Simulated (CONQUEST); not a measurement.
# Ti under changes of volume

One of the cells (17.065 Å³/atom); the others are scaled copies at fixed shape and fractional positions:

```
Ti
1.0
     2.88987    0.00000    0.00000
     0.00000    2.88987    0.00000
     0.00000    0.00000    4.08689
Ti
2
Direct
  0.00000 0.00000 0.00000
  0.50000 0.50000 0.50000
```

This isn't the form of Ti at room conditions, which is hcp.

| Item | Value |
| --- | --- |
| Program | CONQUEST 1.3 |
| Functional | PBE |
| Potentials or basis | PseudoDojo NC PBE, DZP, grid of 32 × 32 × 48 points |
| k mesh | 9 × 9 × 7 |
| Occupations | fermi-dirac, width 0.05 eV |
| Spin | no spin polarisation |

```csv
volume (Å³/atom),energy over the lowest point (meV/atom),pressure (GPa)
15.727,81.58,14.9
16.062,53.97,11.3
16.396,32.95,9.1
17.065,?,?
17.400,0.90,2.1
17.735,0.00,-1.0
```

What does the run at 17.065 Å³/atom give?

Energy over the lowest point 7.29 meV/atom; pressure 3.0 GPa.

Worked out: A Birch-Murnaghan fit of order 3 (a polynomial in V^(-2/3)) to the other rows has its minimum at 17.64 Å³/atom with B0 = V·E''(V) = 110 GPa (rough, since the energies scatter). It gives 6.56 meV/atom at 17.065 Å³/atom, against the run's 7.29, and -dE/dV = 3.8 GPa, against 3.0.

Energies are extrapolated to zero smearing.

Caveats: the basis of atomic orbitals isn't converged, which shifts pressures, moduli and gaps; the real-space grid breaks the cell's symmetry a little (some runs).
